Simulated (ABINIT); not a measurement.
Crystal: AlN.

```
Al N
1.0
     0.00000    2.03452    2.03452
     2.03452    0.00000    2.03452
     2.03452    2.03452    0.00000
Al N
1 1
Direct
  0.50000 0.50000 0.50000
  0.00000 0.00000 0.00000
```

Measurements of this composition are mostly on another form, of space group No. 186.

Base run:

| Quantity | Value |
| --- | --- |
| Program | ABINIT 10.8.3 (patched build) |
| Functional | PBEsol |
| Potentials or basis | JTH PAW PBE v2.0 |
| Cutoff | 844 eV |
| k mesh | 11 × 11 × 11 |
| Occupations | fermi-dirac, width 0.05 eV |
| Spin | no spin polarisation |

Its results: band gap on the k mesh 4.48 eV, indirect (least direct gap 5.38 eV); pressure -3.4 GPa.

Question: The run is repeated on the same cell with these changes: functional from PBEsol to BLYP. What comes out?

Answer: Band gap on the k mesh 4.60 eV, indirect (least direct gap 5.64 eV); pressure 4.6 GPa.

BLYP binds less tightly than PBEsol, so the same cell stands under more pressure.

Caveats: the PAW data sets were made with another functional, which shifts forces and pressure a little; the mesh misses the band edges, which the band path finds closer together.
